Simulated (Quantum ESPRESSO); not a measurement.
Crystal: SiC (Moissanite).

```
Si C
1.0
     3.07600    0.00000    0.00000
    -1.53800    2.66389    0.00000
     0.00000    0.00000    5.04800
Si C
2 2
Direct
  0.66667 0.33333 0.50000
  0.33333 0.66667 0.00000
  0.66667 0.33333 0.88500
  0.33333 0.66667 0.38500
```

Base run:

| Quantity | Value |
| --- | --- |
| Program | Quantum ESPRESSO 7.5 |
| Functional | PBE |
| Potentials or basis | PseudoDojo 0.4.1 SR PBE standard |
| Cutoff | 1116 eV |
| Density cutoff | 4463 eV |
| k mesh | 6 × 6 × 4 |
| Occupations | fixed |
| Spin | no spin polarisation |

Its results: band gap on the k mesh, mean-field level 2.33 eV, indirect (least direct gap 4.08 eV).

Task: After a change of settings the same cell gave: band gap on the k mesh, mean-field level 2.39 eV, indirect (least direct gap 3.90 eV). Which change was it?
A. k mesh from 6 × 6 × 4 to 5 × 5 × 3
B. k mesh from 6 × 6 × 4 to 2 × 2 × 2
C. k mesh from 6 × 6 × 4 to 4 × 4 × 3
D. functional from PBE to PBEsol; potentials or basis from PseudoDojo 0.4.1 SR PBE standard to PseudoDojo 0.4.1 SR PBEsol standard; cutoff from 1116 eV to 776 eV; density cutoff from 4463 eV to 3129 eV

Result: B.

Caveats: some runs use coarse meshes.

Not every run made on this cell is shown here.
